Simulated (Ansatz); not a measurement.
An Ansatz (an electronic-structure program) run: ZrO2 with a change (uniaxial strain ε_zz = +2.64 %); r2SCAN, PAW, 500 eV (Ansatz; without spin-orbit coupling).

Input:

Ansatz 0.2 input:
```yaml
crystal:
  lattice:
    - [0, 2.5446593907, 2.6118383986]
    - [2.5446593907, 0, 2.6118383986]
    - [2.5446593907, 2.5446593907, 0]
  atoms:
    - { symbol: Zr, position: [0, 0, 0] }
    - { symbol: O, position: [0.25, 0.25, 0.25] }
    - { symbol: O, position: [0.75, 0.75, 0.75] }
basis: { ecutwfc: 500, ecutrho_ratio: 4, xc_grid: 4, fft_grid_basis: typed }
kpoints: { mp_grid: { grid: [11, 11, 11] } }
hamiltonian:
  xc: r2scan
  dispersion: none
  pseudopotentials: { kind: paw }
scf: { occupations: { method: fermi_dirac, width: 0.05 }, convergence: { dr2_threshold: 0.0000000003 } }
relax: { f_tol: 0.005, max_steps: 50 }
output: { forces: true, stress: true }
checkpoint: { write: state.ck, write_every: 1000 }
```

Output (explanatory and most iteration lines left out):

```
Relaxation: its limit of steps is 50 (relax.max_steps)
Pseudopotential: Zr, paw, valence charge 12
Pseudopotential: O, paw, valence charge 6
Crystal: 3 atoms, lattice volume = 33.825 Å³
Basis set: ecut = 500 eV, 869 PW (Γ), exchange–correlation on 108×108×108 points (64 copies of the dense FFT grid, shifted against one another)
Bands: 16, of which v1, the nominal top of the filled ones, is band 12 counted from 1 (11 counted from 0)
Symmetry: 16 space group operations
Space group: I4/mmm (ITA 139), of the structure as read, at distance tolerance 3.2e-5 Å
k-points: 126 of 1331
Functional: x = r2scan, c = r2scan; τ floored in thin density (d = 2e-4 eV/Å³)
SCF iter   1: F=—  HF=-5337.960583 eV  |F-HF|=—  |Δ(HF+E_count)|=         —  Δρ=1.65e-2  dr2=1.16e-1  dr2_τ=1.84e-1  ethr=1.77e-3  ⟨swp⟩=5.8  Hψ=9685  notcnv=0
SCF iter   2: F=—  HF=-5338.027899 eV  |F-HF|=—  |Δ(HF+E_count)|=   6.73e-2  Δρ=1.29e-2  dr2=3.34e-2  dr2_τ=1.16e-2  ethr=4.83e-4  ⟨swp⟩=2.5  Hψ=4579  notcnv=0
SCF 1 converged in 8 iterations: F = -5338.020434 eV  dr2 = 1.25e-10
relax step   1: F+E_penalty+E_count = -5338.02043378 eV  Δ(F+E_penalty+E_count) = +0.000e0 eV  max|allowed force component| = 2.104e-30 eV/Å  Δτ_max = 0.0000 Å  (8 SCF iters, accepted)
Crystal: 3 atoms, lattice volume = 33.825 Å³
SCF iter   1: F=—  HF=-5338.020434 eV  |F-HF|=—  |Δ(HF+E_count)|=         —  Δρ=6.15e-7  dr2=1.25e-10  dr2_τ=6.04e-12  ethr=1.00e-12  ⟨swp⟩=1.1  Hψ=11624  notcnv=0
SCF iter   2: F=-5338.020434 eV  HF=-5338.020434 eV  |F-HF|=3.09e-11  |Δ(HF+E_count)|=    0.00e0  Δρ=5.08e-7  dr2=4.96e-11  dr2_τ=1.32e-11  ethr=1.00e-12  ⟨swp⟩=4.1  Hψ=6290  notcnv=0
SCF 2 converged in 2 iterations: F = -5338.020434 eV  dr2 = 4.96e-11
SCF converged after 2 iterations
Free energy (F): -5338.020434 eV
Internal energy: -5338.020434 eV  (E = F + TS)
E sigma→0 (E₀):  -5338.020434 eV
Fermi energy:    13.342192 eV
--- Forces (eV/Å), atoms counted from 1 ---
  atom   1  Zr     0.00000000    -0.00000000    -0.00000000
  atom   2  O      0.00000000     0.00000000     0.00000000
  atom   3  O     -0.00000000     0.00000000     0.00000000
--- Stress (GPa, compression-positive) ---
       -2.426487       0.000000       0.000000
        0.000000      -2.426487       0.000000
        0.000000       0.000000     -14.089467
  P = ⅓ Tr σ = -6.3141 GPa (-63.141 kbar)
--- Relaxed structure (1 steps of the walk, 1 accepted, 0 SCFs on fresh bases) ---
  atoms:
    - { symbol: Zr, position: [0.0, 0.0, 0.0] }
    - { symbol: O, position: [0.25, 0.25, 0.25] }
    - { symbol: O, position: [0.75, 0.75, 0.75] }
```

Stability against distortions was not tested. The cell was made from ZrO₂ in the fluorite structure (space group Fm-3m, No. 225) by this change: uniaxial strain ε_zz = +2.64 %. This is not the structure that ZrO2 has at room temperature and ambient pressure.
